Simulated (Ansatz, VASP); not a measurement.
KCl: VASP beside Ansatz

INCAR

```
PREC = Accurate ; ENCUT = 520
EDIFF = 1E-6 ; ISMEAR = 0
SIGMA = 0.1 ; LREAL = F
LASPH = T ; NELM = 100
ALGO = Fast ; ISIF = 2
LWAVE = F ; LCHARG = F
GGA = PE ; NBANDS = 15
```

Contents of KPOINTS:

```
Automatic mesh
0
Gamma
  4 4 4
```

POSCAR

```
KCl
1.0
    3.8391960000      0.0000000000      0.0000000000
    0.0000000000      3.8391960000      0.0000000000
    0.0000000000      0.0000000000      3.8391960000
K Cl
1 1
Direct
    0.0000000000      0.0000000000      0.0000000000
    0.5000000000      0.5000000000      0.5000000000
```

Input for Ansatz:

```yaml
crystal:
  lattice:
    - [3.839196, 0.0, 0.0]
    - [0.0, 3.839196, 0.0]
    - [0.0, 0.0, 3.839196]
  atoms:
    - { symbol: K, position: [0.0, 0.0, 0.0] }
    - { symbol: Cl, position: [0.5, 0.5, 0.5] }
basis:
  ecutwfc: 420
kpoints:
  mp_grid: { grid: [4, 4, 4] }
hamiltonian:
  xc: pbe
scf:
  occupations: { method: gaussian, width: 0.1 }
output:
  forces: true
  stress: true
  eigenvalues: true
```

Alike in both runs: task single point; functional PBE; k mesh 4 × 4 × 4; occupations gaussian, width 0.1 eV; no spin polarisation.

|  | VASP | Ansatz |
| --- | --- | --- |
| version | VASP 6.6.1 | Ansatz 0.2.0 |
| potentials or method | VASP PAW PBE potentials, release 64 (K_sv, Cl) | scalar-relativistic, plane waves, PAW |
| plane-wave cutoff (eV) | 520 | 420 |
| valence electrons in the cell | 16 | 16 |

|  | VASP | Ansatz | Ansatz less VASP |
| --- | --- | --- | --- |
| gap on the k mesh at the Fermi level (eV) | 4.79 | 4.80 | +0.001 |
| least direct gap on the mesh (eV) | 5.00 | 5.00 | +0.001 |
| pressure (GPa) | 0.0 | 0.0 | -0.01 |

A k mesh can miss the band edges.
